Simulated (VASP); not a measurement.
Runs of VASP 6.6.1 on CrO2. The structure is cubic, space group Fm-3m (No. 225). Conventional cell: a = 4.674 Å, b = 4.674 Å, c = 4.674 Å, α = 90.00°, β = 90.00°, γ = 90.00°. Cr (site symmetry m-3m) has 8 O at 2.02 Å as nearest neighbours. O (site symmetry -43m) is surrounded by 4 Cr at 2.02 Å. Measurements of this composition are mostly on another form, of space group No. 136.

| spin | U | fixed moment (μB) | gap on the mesh (eV) | pressure (GPa) | moment (μB) |
| --- | --- | --- | --- | --- | --- |
| off | Cr d U = 5 eV | - | none | -4.7 | - |
| collinear, random start | Cr d U = 5 eV | - | 0.41 | 7.3 | 2.00 |
| collinear, random start | Cr d U = 8 eV | - | 0.05 | 15.8 | 2.00 |
| collinear, ferromagnetic start | Cr d U = 8 eV | - | 0.05 | (b) | 2.00 |
| collinear, zero start | Cr d U = 8 eV | - | none | (a) | 0.00 |
| collinear, ferromagnetic start | Cr d U = 8 eV | 1 | - | 21.9 | 1.00 |
| collinear, ferromagnetic start | Cr d U = 5 eV | - | 0.41 | 7.3 | 2.00 |
| off | Cr d U = 8 eV | - | none | 6.1 | - |
| collinear, ferromagnetic start | Cr d U = 5 eV | 4 | - | 38.8 | 4.00 |
| collinear, zero start | Cr d U = 5 eV | - | none | -4.5 | 0.00 |

Alike in all rows: task single point; level PBEsol+U; potentials or basis VASP PAW PBE potentials, release 64 (Cr_pv, O); cell as given; k mesh 7 × 7 × 7; cutoff (eV) 520; smearing gaussian 0.05 eV.

Task: Fill in the values left out.

Result: (a) 6.2; (b) 15.9.

Caveats: the PAW data sets were made with another functional, which shifts forces and pressure a little; a cell with one magnetic atom can't hold antiferromagnetic order, which such compounds often take (some runs); an odd mesh through Γ misses points on the zone boundary, where band edges often lie (some runs); U without spin polarisation on a metal has little footing (some runs); the total moment is fixed, so each spin has its own Fermi level (some runs); the moment is held away from its start (some runs); a pressure of tens of GPa on the cell as given is suspect, and the run, the potentials or the cell itself is likely at fault (some runs).

A gap of «none» marks a metal or a gap under the smearing width.
